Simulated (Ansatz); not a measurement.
A run of Ansatz 0.2.0 is set up as follows.

Contents of input.yaml:

```yaml
crystal:
  lattice:
    - [3.18, 0.0, 0.0]
    - [-1.59, 2.753960784, 0.0]
    - [0.0, 0.0, 5.166]
  atoms:
    - { symbol: Ga, position: [0.6666666667, 0.3333333333, 0.5] }
    - { symbol: Ga, position: [0.3333333333, 0.6666666667, 0.0] }
    - { symbol: "N", position: [0.6666666667, 0.3333333333, 0.875] }
    - { symbol: "N", position: [0.3333333333, 0.6666666667, 0.375] }
hamiltonian:
  xc: pbe
  pseudopotentials: { kind: paw }
kpoints:
  mp_grid: { grid: [10, 10, 5] }
scf:
  occupations: { method: gaussian, width: 0.016 }
output:
  forces: true
  stress: true
  eigenvalues: true
  write_density: true
  write_potential: true
  elf: true
  volumetric_format: npy
```

Potentials or basis: Ansatz PAW.

Command:

```console
$ ansatz run input.yaml --threads 2 --pin off --max-ram 5632MiB --backend cpu --events-out ev --progress --plain --runs-dir out
```

**Question.** Estimate the band gap on the k mesh.

**Answer.** 1.96 eV, direct.

**Question.** Estimate the pressure.

**Answer.** 7.3 GPa.

**Question.** Predict the largest force.

**Answer.** 0.137 eV/Å.

Forces on the atoms (eV/Å):
```
Ga   0.000  0.000 -0.137
Ga   0.000  0.000 -0.137
N    0.000  0.000  0.137
N    0.000  0.000  0.137
```

Caveat: odd divisions of the mesh miss points on the zone boundary, where band edges often lie, so the gap on the mesh can be too wide; the pressure holds a Pulay correction of +0.5 GPa for the finite cutoff.

**The experiment to reproduce.**

From “Studying electronic properties in GaN without electrical contacts using γ-γ vs e−-γ Perturbed Angular Correlations”, 2019, pmc:6823545, for a bulk crystal of GaN: band gap 3.503 ± 0.005 eV (direct).

A measured gap of GaN is 3.503 eV (direct; quoted in “Studying electronic properties in GaN without electrical contacts using γ-γ vs e−-γ Perturbed Angular Correlations”, 2019, pmc:6823545); the calculated 1.96 eV misses it by -1.54 eV. Spin-orbit coupling on Ga is left out. The value is that of PBE, without temperature or zero-point motion. Semilocal functionals fall short of measured gaps as a rule.
